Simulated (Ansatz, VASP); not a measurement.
## One calculation of AlN, two programs

```xyz
4
Lattice="0.0000 -2.2016 -2.2016 -2.2016 0.0000 -2.2016 2.2016 2.2016 -4.4031" Properties=species:S:1:pos:R:3 pbc="T T T"
Al   -0.0398    0.0089   -0.0465
Al    0.0398   -0.0089   -4.3878
N     1.0651    1.1088   -5.5016
N    -1.0651   -1.1088   -5.4462
```

Change from the starting cell: mode 4 frozen in at -0.051 Å and mode 10 at +0.030 Å (largest displacements).

Alike in both runs: task single point; functional PBE; k mesh 6 × 6 × 6; occupations gaussian, width 0.05 eV; no spin polarisation.

```csv
,VASP,Ansatz
version,VASP 6.6.1,Ansatz 0.2.0
potentials or method,"VASP PAW PBE potentials, release 64 (Al, N)","scalar-relativistic, plane waves, PAW"
plane-wave cutoff (eV),520,520
valence electrons in the cell,16,16
```

|  | VASP | Ansatz | Ansatz less VASP |
| --- | --- | --- | --- |
| gap on the k mesh at the Fermi level (eV) | 3.19 | 3.19 | +0.007 |
| least direct gap on the mesh (eV) | 3.69 | 3.69 | +0.005 |
| pressure (GPa) | -0.1 | 0.1 | +0.26 |
| largest component of the traceless stress (GPa) | 2.74 | 2.73 | -0.009 |
| rms of the force components (eV/Å) | 0.370 | 0.369 | -0.0010 |

Atom by atom the forces differ by 0.001 eV/Å (rms over components).

A k mesh can miss the band edges.
